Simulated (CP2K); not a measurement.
A run of CP2K 2026.2 is set up as follows.

The input bi2se3_scf.inp:

```
&GLOBAL
  PROJECT bi2se3_scf
  RUN_TYPE ENERGY_FORCE
  PRINT_LEVEL LOW
&END GLOBAL
&FORCE_EVAL
  METHOD QS
  STRESS_TENSOR ANALYTICAL
  &DFT
    BASIS_SET_FILE_NAME BASIS_MOLOPT_UZH
    POTENTIAL_FILE_NAME POTENTIAL_UZH
    &MGRID
      CUTOFF 450
      REL_CUTOFF 60
      NGRIDS 5
    &END MGRID
    &QS
      METHOD GPW
      EPS_DEFAULT 1.0E-10
    &END QS
    &KPOINTS
      SCHEME MONKHORST-PACK 8 8 8
      GAMMA_CENTERED T
      SYMMETRY T
      SYMMETRY_BACKEND SPGLIB
    &END KPOINTS
    &SCF
      SCF_GUESS ATOMIC
      EPS_SCF 1.0E-6
      MAX_SCF 100
      ADDED_MOS 16
      CHOLESKY OFF
      EPS_EIGVAL 1.0E-7
      &DIAGONALIZATION ON
        ALGORITHM STANDARD
      &END DIAGONALIZATION
      &MIXING ON
        METHOD BROYDEN_MIXING
        ALPHA 0.4
        BETA 1.5
        NBUFFER 8
      &END MIXING
      &SMEAR ON
        METHOD FERMI_DIRAC
        ELECTRONIC_TEMPERATURE [K] 580.226
      &END SMEAR
    &END SCF
    &XC
      &XC_FUNCTIONAL
        &GGA_X_PBE_SOL
        &END GGA_X_PBE_SOL
        &GGA_C_PBE_SOL
        &END GGA_C_PBE_SOL
      &END XC_FUNCTIONAL
    &END XC
    &PRINT
      &KPOINTS ON
      &END KPOINTS
      &MULLIKEN ON
      &END MULLIKEN
      &MO ON
        ENERGIES T
        OCCUPATION_NUMBERS T
        &EACH
          QS_SCF 0
        &END EACH
        ADD_LAST NUMERIC
      &END MO
      &E_DENSITY_CUBE ON
        STRIDE 1
      &END E_DENSITY_CUBE
      &V_HARTREE_CUBE ON
        STRIDE 1
      &END V_HARTREE_CUBE
      &ELF_CUBE ON
        STRIDE 1
      &END ELF_CUBE
    &END PRINT
  &END DFT
  &SUBSYS
    &CELL
      A 4.1430000000 0.0000000000 0.0000000000
      B -2.0715000000 3.5879432479 0.0000000000
      C -2.0715000000 -1.1959810826 9.5453333333
      PERIODIC XYZ
    &END CELL
    &COORD
      SCALED
      Bi  0.1984000000 0.5992000000 0.7976000000
      Bi  0.8016000000 0.4008000000 0.2024000000
      Se  0.5766000000 0.7883000000 0.3649000000
      Se  0.4234000000 0.2117000000 0.6351000000
      Se  0.0000000000 0.0000000000 0.0000000000
    &END COORD
    &KIND Bi
      BASIS_SET DZVP-MOLOPT-PBE-GTH-q5
      POTENTIAL GTH-PBE-q5
    &END KIND
    &KIND Se
      BASIS_SET DZVP-MOLOPT-PBE-GTH-q6
      POTENTIAL GTH-PBE-q6
    &END KIND
    &PRINT
      &ATOMIC_COORDINATES ON
      &END ATOMIC_COORDINATES
      &CELL ON
      &END CELL
    &END PRINT
  &END SUBSYS
  &PRINT
    &FORCES ON
    &END FORCES
    &STRESS_TENSOR ON
    &END STRESS_TENSOR
  &END PRINT
&END FORCE_EVAL
```

Potentials or basis: POTENTIAL_UZH Bi GTH-PBE-q5, Se GTH-PBE-q6; DZVP-MOLOPT-PBE-GTH basis.

Run with:

```console
$ OMP_NUM_THREADS=1 mpirun -n 4 cp2k.psmp -i bi2se3_scf.inp -o bi2se3_scf.out
```

Task: Estimate the pressure.

Result: 1.8 GPa.

Task: Predict the band gap on the k mesh.

Result: 0.10 eV, direct.

Task: Estimate the Mulliken charges.

Result: Bi +0.62; Se -0.31, -0.63 e.

Stress tensor (GPa, compression positive):
```
1.91 0.00 0.00
0.00 1.91 0.00
0.00 0.00 1.57
```

Caveat: the potentials were made for another functional, which shifts forces and pressure; spin-orbit coupling is left out, which as a rule narrows the gap of such compounds by several tenths of an eV; the basis of atomic orbitals isn't converged, which shifts pressures, moduli and gaps. A k mesh can miss the band edges.
